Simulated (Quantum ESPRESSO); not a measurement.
# Bi (R-3m) in Quantum ESPRESSO: phonons with PBE

Aim: the phonons of Bi with PBE.

Everything below comes from runs of Quantum ESPRESSO 7.5. Logs are shortened: lines on timing, memory, paths and dates and some standing lists are left out, and cuts for length are marked.

### 1 The structure

Symmetry: R-3m, No. 166, trigonal system. Conventional cell: a = 4.535 Å, b = 4.535 Å, c = 11.814 Å, α = 90.00°, β = 90.00°, γ = 120.00°. Bi (site symmetry 3m) has 6 Bi at 3.06 to 3.52 Å as nearest neighbours.

### 2 Phonons, PBE

File pw.in:

```
&CONTROL
  calculation = 'scf'
  prefix = 'pwscf'
  outdir = './tmp'
  pseudo_dir = './pseudo'
  tprnfor = .true.
  tstress = .true.
  disk_io = 'low'
/
&SYSTEM
  ibrav = 0
  nat = 2
  ntyp = 1
  ecutwfc = 36
  ecutrho = 216
  nbnd = 22
  occupations = 'smearing'
  smearing = 'mv'
  degauss = 0.01999163
/
&ELECTRONS
  conv_thr = 4d-10
  electron_maxstep = 120
  mixing_beta = 0.5
/
ATOMIC_SPECIES
Bi   208.9804 Bi.GGA_PBE-JTH.UPF
CELL_PARAMETERS angstrom
   2.2675000000    1.3091417354    3.9380000000
  -2.2675000000    1.3091417354    3.9380000000
   0.0000000000   -2.6182834708    3.9380000000
ATOMIC_POSITIONS crystal
Bi     0.7660000000    0.7660000000    0.7660000000
Bi     0.2340000000    0.2340000000    0.2340000000
K_POINTS automatic
7 7 7 0 0 0
```

File relax.in:

```
&CONTROL
  calculation = 'vc-relax'
  prefix = 'pwscf'
  outdir = './tmp'
  pseudo_dir = './pseudo'
  tprnfor = .true.
  tstress = .true.
  disk_io = 'low'
  nstep = 40
  forc_conv_thr = 0.0001
  etot_conv_thr = 1d-06
/
&SYSTEM
  ibrav = 0
  nat = 2
  ntyp = 1
  ecutwfc = 36
  ecutrho = 216
  nbnd = 22
  occupations = 'smearing'
  smearing = 'mv'
  degauss = 0.01999163
/
&ELECTRONS
  conv_thr = 4d-10
  electron_maxstep = 120
  mixing_beta = 0.5
/
&IONS
  ion_dynamics = 'bfgs'
/
&CELL
  cell_dynamics = 'bfgs'
  press = 0
  press_conv_thr = 0.2
/
ATOMIC_SPECIES
Bi   208.9804 Bi.GGA_PBE-JTH.UPF
CELL_PARAMETERS angstrom
   2.2675000000    1.3091417354    3.9380000000
  -2.2675000000    1.3091417354    3.9380000000
   0.0000000000   -2.6182834708    3.9380000000
ATOMIC_POSITIONS crystal
Bi     0.7660000000    0.7660000000    0.7660000000
Bi     0.2340000000    0.2340000000    0.2340000000
K_POINTS automatic
7 7 7 0 0 0
```

File scf2.in:

```
&CONTROL
  calculation = 'scf'
  prefix = 'pwscf'
  outdir = './tmp'
  pseudo_dir = './pseudo'
  tprnfor = .true.
  tstress = .true.
  disk_io = 'low'
/
&SYSTEM
  ibrav = 0
  nat = 2
  ntyp = 1
  ecutwfc = 36
  ecutrho = 216
  nbnd = 22
  occupations = 'fixed'
/
&ELECTRONS
  conv_thr = 1d-13
  electron_maxstep = 120
  mixing_beta = 0.5
  startingpot = 'file'
  startingwfc = 'file'
/
ATOMIC_SPECIES
Bi   208.9804 Bi.GGA_PBE-JTH.UPF
CELL_PARAMETERS angstrom
   2.2716821684    1.3115563115    3.9198163950
  -2.2716821684    1.3115563115    3.9198163950
   0.0000000000   -2.6231126230    3.9198163950
ATOMIC_POSITIONS crystal
Bi     0.7639129169    0.7639129169    0.7639129169
Bi     0.2360870831    0.2360870831    0.2360870831
K_POINTS automatic
7 7 7 0 0 0
```

File ph.in:

```
phonons of Bi
&INPUTPH
  prefix = 'pwscf'
  outdir = './tmp'
  tr2_ph = 1d-16
  fildyn = 'dyn'
  niter_ph = 60
  alpha_mix(1) = 0.7
  epsil = .true.
/
0.0000000000 0.0000000000 0.0000000000
```

File dynmat.in:

```
&INPUT
  fildyn = 'dyn'
  asr = 'crystal'
  lperm = .true.
  filout = 'dynmat.disp'
  fileig = 'dynmat.eig'
/
```

File dynmat_lo.in:

```
&INPUT
  fildyn = 'dyn'
  asr = 'crystal'
  filout = 'dynmat_lo.disp'
  fileig = 'dynmat_lo.eig'
  q(1) = 0
  q(2) = 0
  q(3) = 1
/
```

Potentials or basis: JTH 2.0 PBE.

Started as:

```bash
$ OMP_NUM_THREADS=1 pw.x -in pw.in > pw.out
$ OMP_NUM_THREADS=1 pw.x -in relax.in > relax.out
$ OMP_NUM_THREADS=1 pw.x -in scf2.in > scf2.out
$ OMP_NUM_THREADS=1 ph.x -in ph.in > ph.out
$ OMP_NUM_THREADS=1 dynmat.x -in dynmat.in > dynmat.out
$ OMP_NUM_THREADS=1 dynmat.x -in dynmat_lo.in > dynmat_lo.out
```

pw.out:

```text
This program is part of the open-source Quantum ESPRESSO suite
     for quantum simulation of materials; please cite
         "P. Giannozzi et al., J. Phys.:Condens. Matter 21 395502 (2009);
         "P. Giannozzi et al., J. Phys.:Condens. Matter 29 465901 (2017);
         "P. Giannozzi et al., J. Chem. Phys. 152 154105 (2020);
     in publications or presentations arising from this work. More details at

     file Bi.GGA_PBE-JTH.UPF: wavefunction(s)  6S 0S 6P 0P 5D 0D renormalized
     Message from routine setup:
     using ibrav=0 with symmetry is DISCOURAGED, use correct ibrav instead

     G-vector sticks info
     --------------------
     sticks:   dense  smooth     PW     G-vecs:    dense   smooth      PW
     Sum        1153     773    245                25355    13775    2451

     Using Slab Decomposition

     bravais-lattice index     =            0
     lattice parameter (alat)  =       8.9365  a.u.
     unit-cell volume          =     473.3229 (a.u.)^3
     number of atoms/cell      =            2
     number of atomic types    =            1
     number of electrons       =        30.00
     number of Kohn-Sham states=           22
     kinetic-energy cutoff     =      36.0000  Ry
     charge density cutoff     =     216.0000  Ry
     scf convergence threshold =      4.0E-10
     mixing beta               =       0.5000
     number of iterations used =            8  plain     mixing
     Exchange-correlation= SLA PW PBX PBC
                           (   1   4   3   4   0   0   0)

     celldm(1)=   8.936477  celldm(2)=   0.000000  celldm(3)=   0.000000
     celldm(4)=   0.000000  celldm(5)=   0.000000  celldm(6)=   0.000000

     crystal axes: (cart. coord. in units of alat)
               a(1) = (   0.479490   0.276834   0.832738 )
               a(2) = (  -0.479490   0.276834   0.832738 )
               a(3) = (   0.000000  -0.553668   0.832738 )

     reciprocal axes: (cart. coord. in units 2 pi/alat)
               b(1) = (  1.042774  0.602046  0.400286 )
               b(2) = ( -1.042774  0.602046  0.400286 )
               b(3) = (  0.000000 -1.204092  0.400286 )

     PseudoPot. # 1 for Bi read from file:
     Bi.GGA_PBE-JTH.UPF
     Pseudo is Projector augmented-wave + core cor, Zval = 15.0
     Generated using ATOMPAW code
     Shape of augmentation charge: BESSEL
     Using radial grid of 1131 points,  6 beta functions with:
                l(1) =   0
                l(2) =   0
                l(3) =   1
                l(4) =   1
                l(5) =   2
                l(6) =   2
     Q(r) pseudized with 0 coefficients

     atomic species   valence    mass     pseudopotential
     Bi               15.00   208.98040     Bi( 1.00)

     12 Sym. Ops., with inversion, found

   Cartesian axes

     site n.     atom                  positions (alat units)
         1        Bi     tau(   1) = (  -0.0000000   0.0000000   1.9136312  )
         2        Bi     tau(   2) = (  -0.0000000  -0.0000000   0.5845819  )

     number of k points=    44  Marzari-Vanderbilt smearing, width (Ry)=  0.0200
                       cart. coord. in units 2pi/alat
        k(    1) = (   0.0000000   0.0000000   0.0000000), wk =   0.0058309
        k(    2) = (   0.0000000  -0.1720131   0.0571837), wk =   0.0349854
        k(    3) = (   0.0000000  -0.3440262   0.1143675), wk =   0.0349854
        k(    4) = (   0.0000000  -0.5160393   0.1715512), wk =   0.0349854
        k(    5) = (  -0.1489677  -0.0860065   0.1143675), wk =   0.0349854
        k(    6) = (  -0.1489677  -0.2580196   0.1715512), wk =   0.0699708
[... 36 lines left out ...]
        k(   43) = (  -0.0000000   0.0000000   0.5146536), wk =   0.0116618
        k(   44) = (  -0.0000000   1.0320786   0.1715512), wk =   0.0349854

     Dense  grid:    25355 G-vectors     FFT dimensions: (  45,  45,  45)

     Smooth grid:    13775 G-vectors     FFT dimensions: (  36,  36,  36)

     Initial potential from superposition of free atoms

     starting charge      29.9984, renormalised to      30.0000
     Starting wfcs are   36 randomized atomic wfcs

     Self-consistent Calculation

     iteration #  1     ecut=    36.00 Ry     beta= 0.50
     Davidson diagonalization with overlap
     ethr =  1.00E-02,  avg # of iterations =  9.0

     Threshold (ethr) on eigenvalues was too large:
     Diagonalizing with lowered threshold

     Davidson diagonalization with overlap
     c_bands:  1 eigenvalues not converged
     c_bands:  1 eigenvalues not converged
     c_bands:  1 eigenvalues not converged
     c_bands:  1 eigenvalues not converged
     c_bands:  1 eigenvalues not converged
     c_bands:  2 eigenvalues not converged
     c_bands:  1 eigenvalues not converged
     c_bands:  1 eigenvalues not converged
     c_bands:  1 eigenvalues not converged
     c_bands:  1 eigenvalues not converged
     c_bands:  1 eigenvalues not converged
     c_bands:  1 eigenvalues not converged
     c_bands:  1 eigenvalues not converged
     ethr =  1.87E-05,  avg # of iterations = 16.1

     total energy              =   -1812.74182334 Ry
     estimated scf accuracy    <       0.00618053 Ry
[... 40 lines left out ...]
     total energy              =   -1812.74259581 Ry
     estimated scf accuracy    <          4.9E-09 Ry

     iteration #  8     ecut=    36.00 Ry     beta= 0.50
     Davidson diagonalization with overlap
     ethr =  1.64E-11,  avg # of iterations =  2.0

     total energy              =   -1812.74259581 Ry
     estimated scf accuracy    <          9.5E-10 Ry

     iteration #  9     ecut=    36.00 Ry     beta= 0.50
     Davidson diagonalization with overlap
     ethr =  3.18E-12,  avg # of iterations =  4.1

     End of self-consistent calculation

          k = 0.0000 0.0000 0.0000 (  1731 PWs)   bands (ev):

   -13.3656 -13.3656 -13.2128 -13.2128 -13.1962 -13.0252 -13.0129 -13.0129
   -12.8890 -12.8890  -3.5528   2.1198   8.0904   8.3446   8.3446  12.0707
    12.5435  12.5435  15.2409  15.3710  15.3718  15.6744

          k = 0.0000-0.1720 0.0572 (  1728 PWs)   bands (ev):

   -13.3516 -13.3471 -13.2060 -13.2006 -13.1860 -13.0350 -13.0224 -13.0191
   -12.9097 -12.9043  -3.3606   1.6801   8.1607   8.3315   8.3704  11.6160
    11.8941  12.1065  14.6367  15.1781  15.6022  17.1159

          k = 0.0000-0.3440 0.1144 (  1730 PWs)   bands (ev):

   -13.3139 -13.2944 -13.1910 -13.1701 -13.1563 -13.0681 -13.0503 -13.0323
   -12.9637 -12.9436  -2.7979   0.6194   8.1732   8.3323   8.6340  10.4294
    11.0607  11.2727  15.0541  15.9867  16.6027  19.5227

          k = 0.0000-0.5160 0.1716 (  1744 PWs)   bands (ev):

   -13.2755 -13.2220 -13.1781 -13.1368 -13.1306 -13.0978 -13.0879 -13.0517
   -13.0227 -12.9841  -1.9376  -0.5970   8.2244   8.3714   9.0631   9.5904
    10.2578  10.6870  16.4840  17.6633  18.2578  18.8491

          k =-0.1490-0.0860 0.1144 (  1726 PWs)   bands (ev):

   -13.3635 -13.3280 -13.2115 -13.1947 -13.1815 -13.0394 -13.0272 -13.0137
   -12.9321 -12.8897  -3.3109   1.6127   7.6856   7.9265   9.2553  10.5215
    12.3755  12.8836  14.3777  15.7260  16.1538  16.4449

          k =-0.1490-0.2580 0.1716 (  1728 PWs)   bands (ev):

   -13.3453 -13.2829 -13.2016 -13.1782 -13.1560 -13.0653 -13.0411 -13.0233
   -12.9801 -12.9086  -2.8910   0.9047   7.3834   7.6191   8.7973  10.6601
    12.3074  12.4484  14.1010  16.5140  16.9835  18.0016

          k =-0.1490-0.4300 0.2287 (  1732 PWs)   bands (ev):
[... 137 lines left out ...]
          k =-0.2979 0.6881 0.1144 (  1724 PWs)   bands (ev):

   -13.3145 -13.2217 -13.1680 -13.1598 -13.1239 -13.0861 -13.0783 -13.0541
   -13.0306 -12.9435  -1.1972  -0.7748   5.3565   6.0053   8.6298  10.7830
    14.0450  14.9353  15.0286  16.1093  19.0971  19.8810

          k =-0.2979 0.5160 0.1716 (  1723 PWs)   bands (ev):

   -13.3117 -13.1942 -13.1603 -13.1549 -13.1347 -13.1076 -13.0750 -13.0573
   -13.0399 -12.9458  -1.5622  -0.6121   5.9600   6.7933   8.5554  10.3891
    12.9365  13.8157  15.0587  16.9878  18.1393  19.3355

          k = 0.5959 0.3440-0.2859 (  1719 PWs)   bands (ev):

   -13.3398 -13.2263 -13.2140 -13.1217 -13.1160 -13.0940 -13.0866 -13.0566
   -13.0135 -12.9098  -1.6480  -0.0893   4.9327   6.7915   6.8084  12.2304
    13.9205  14.4376  16.0830  18.3598  19.0931  20.3971

          k = 0.5959 0.1720-0.2287 (  1727 PWs)   bands (ev):

   -13.3314 -13.2139 -13.1999 -13.1301 -13.1202 -13.0979 -13.0827 -13.0616
   -13.0218 -12.9213  -1.5934  -0.2776   5.3179   6.2095   7.7456  11.8781
    13.2157  14.9871  15.0574  17.4837  19.0120  20.0305

          k = 0.4469 0.2580-0.1716 (  1725 PWs)   bands (ev):

   -13.3414 -13.2132 -13.2027 -13.1378 -13.1197 -13.0919 -13.0858 -13.0659
   -13.0138 -12.9088  -2.0511   0.1199   5.9961   7.0101   7.0221  12.1730
    13.3978  13.6139  14.0017  18.5095  18.9887  19.2218

          k =-0.0000 0.0000 0.3431 (  1745 PWs)   bands (ev):

   -13.3169 -13.3169 -13.1914 -13.1914 -13.1745 -13.0453 -13.0301 -13.0301
   -12.9445 -12.9445  -2.9654   0.7180   8.4833   8.6122   8.6122  10.9005
    11.1233  11.1233  14.9821  16.5174  16.5174  18.9452

          k =-0.0000-0.1720 0.4003 (  1720 PWs)   bands (ev):

   -13.3135 -13.2812 -13.1826 -13.1800 -13.1643 -13.0544 -13.0390 -13.0359
   -12.9816 -12.9485  -2.6193   0.3010   6.8461   8.8839   9.3245  10.0527
    10.5460  13.0930  15.2360  16.3660  17.9628  18.6535

          k =-0.0000 0.8601 0.0572 (  1722 PWs)   bands (ev):
[... 17 lines left out ...]
          k =-0.1490 0.9461 0.1144 (  1719 PWs)   bands (ev):

   -13.3033 -13.2611 -13.1845 -13.1683 -13.1403 -13.0709 -13.0490 -13.0358
   -13.0101 -12.9567  -2.0138  -0.1948   6.0116   6.7815   9.2549  10.2781
    13.1728  13.8227  15.1434  16.5693  18.5097  19.0823

          k =-0.1490 0.7741 0.1716 (  1729 PWs)   bands (ev):

   -13.3081 -13.2488 -13.1868 -13.1593 -13.1139 -13.0943 -13.0619 -13.0395
   -13.0185 -12.9504  -1.5170  -0.4658   5.3398   6.0594   8.8478  10.7578
    13.8583  15.0158  15.1998  16.1143  19.1953  19.7682

          k = 0.7448 0.4300-0.2287 (  1721 PWs)   bands (ev):

   -13.3076 -13.2575 -13.1951 -13.1507 -13.1384 -13.0739 -13.0605 -13.0295
   -13.0177 -12.9491  -1.8313  -0.2687   5.4839   7.3826   7.5579  12.1327
    12.5914  14.4506  14.8606  17.3079  18.0327  19.7687

          k =-0.0000 0.0000 0.5147 (  1703 PWs)   bands (ev):

   -13.2802 -13.2802 -13.1776 -13.1776 -13.1581 -13.0600 -13.0391 -13.0391
   -12.9829 -12.9829  -2.4295  -0.1876   8.6134   8.8954   8.8954  10.3811
    10.3811  10.3915  16.2083  17.9294  17.9294  19.1465

          k =-0.0000 1.0321 0.1716 (  1706 PWs)   bands (ev):

   -13.2777 -13.2777 -13.1778 -13.1708 -13.1536 -13.0618 -13.0436 -13.0400
   -12.9903 -12.9848  -2.1862  -0.3072   6.8503   8.3530   8.7062  10.6127
    11.0316  12.6237  16.0319  17.0949  17.6836  19.6146

     the Fermi energy is     9.4320 ev

!    total energy              =   -1812.74259581 Ry
     total all-electron energy =     -1812.742596 Ry
     estimated scf accuracy    <          6.8E-11 Ry
     smearing contrib. (-TS)   =       0.00096321 Ry
     internal energy E=F+TS    =   -1812.74355902 Ry

     The total energy is F=E-TS. E is the sum of the following terms:
     one-electron contribution =    -101.60953959 Ry
     hartree contribution      =      79.84419962 Ry
     xc contribution           =     -35.84072527 Ry
     ewald contribution        =    -205.32076178 Ry
     one-center paw contrib.   =   -1549.81673199 Ry

     convergence has been achieved in   9 iterations

     Forces acting on atoms (cartesian axes, Ry/au):

     atom    1 type  1   force =    -0.00000000   -0.00000000   -0.00780062
     atom    2 type  1   force =     0.00000000    0.00000000    0.00780062

     Total force =     0.011032     Total SCF correction =     0.000069

     Computing stress (Cartesian axis) and pressure

          total   stress  (Ry/bohr**3)                   (kbar)     P=        4.85
   0.00003344   0.00000000  -0.00000000            4.92        0.00       -0.00
  -0.00000000   0.00003344  -0.00000000           -0.00        4.92       -0.00
  -0.00000000  -0.00000000   0.00003193           -0.00       -0.00        4.70

=------------------------------------------------------------------------------=
   JOB DONE.
=------------------------------------------------------------------------------=
```

Run time: 28 min. Hardware: 1 thread of Arm Neoverse V2, shared host; peak memory 0.14 GiB.

What came out:

```
Free energy                   : -24663.6304 eV
Largest force after relaxing  : 0.011 eV/Å
Highest phonon frequency at Γ : 100 cm⁻¹
```

Forces in eV/Å, atoms in the order of the input:
```
Bi   0.000  0.000 -0.011
Bi   0.000  0.000  0.011
```

Levels at points of the mesh, in eV from the Fermi level:
```
           k point  band 12  band 13  band 14  band 15  band 16  band 17  band 18  band 19
(0.00, 0.00, 0.00)    -7.32    -1.35    -1.06    -1.06     2.81     3.15     3.15     5.71
```

Phonon frequencies in cm⁻¹ (negative: imaginary):
| q point | frequencies |
| --- | --- |
| (0.000, 0.000, 0.000) | -1 -1 -1 69 69 100 |

Optical modes at Γ, degenerate ones joined:
| cm⁻¹ | components | symmetry | active in |
| --- | --- | --- | --- |
| 69 | 2 | Eg | Raman |
| 100 | 1 | A1g | Raman |

Caveat: the cutoff is too short for stress, so the log's stress isn't used; the cutoff is low for these files, which shifts pressure and relaxed volume; spin-orbit coupling is left out, which moves the levels of the heavy elements.
